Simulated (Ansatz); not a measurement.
Runs of Ansatz 0.2.0 on Ge. The structure is tetragonal, space group I4_1/amd (No. 141). The conventional cell has a = 5.149 Å, b = 5.149 Å, c = 2.795 Å, α = 90.00°, β = 90.00°, γ = 90.00°. Around Ge (site symmetry -4m2) lie 6 Ge at 2.67 to 2.79 Å. This isn't the form of Ge at room conditions, which is diamond.

```tsv
task	potentials or basis	k mesh	cutoff (eV)	smearing	basis error allowed	mesh quality	gap on the mesh (eV)	pressure (GPa)
phonons	all-electron LAPW, scalar-relativistic	11 × 11 × 11	275	fermi-dirac 0.05 eV	0.001 eV/atom	not flagged	none	-
density of states	all-electron PAW datasets made for the crystal	11 × 11 × 11	160	fermi-dirac 0.05 eV	-	not flagged	none	-0.6
single point	all-electron LAPW, scalar-relativistic	7 × 7 × 7	255	fermi-dirac 0.03 eV	0.001 eV/atom	coarse	none	(a)
elastic constants	all-electron LAPW, scalar-relativistic	8 × 8 × 8	275	fermi-dirac 0.05 eV	0.001 eV/atom	coarse	none	-0.7
```

Alike in all rows: level PBEsol; no spin polarisation; cell as given.

Task: Fill in the values left out.

Result: (a) -1.1.

Caveats: some runs use coarse meshes; a metal's response needs a denser mesh (some runs); the k mesh is thin for a metal, which can move the energy by tens of meV per atom (some runs); the program warned that the printed levels may be off, so bands, gaps and densities of states are rough (some runs); elastic constants of metals need much finer meshes, so these are rough (some runs).

A k mesh can miss the band edges, and the runs leave out spin-orbit coupling on Ge.

A gap of «none» marks a metal or a gap under the smearing width.

The runs don't all hold the same shells in valence.
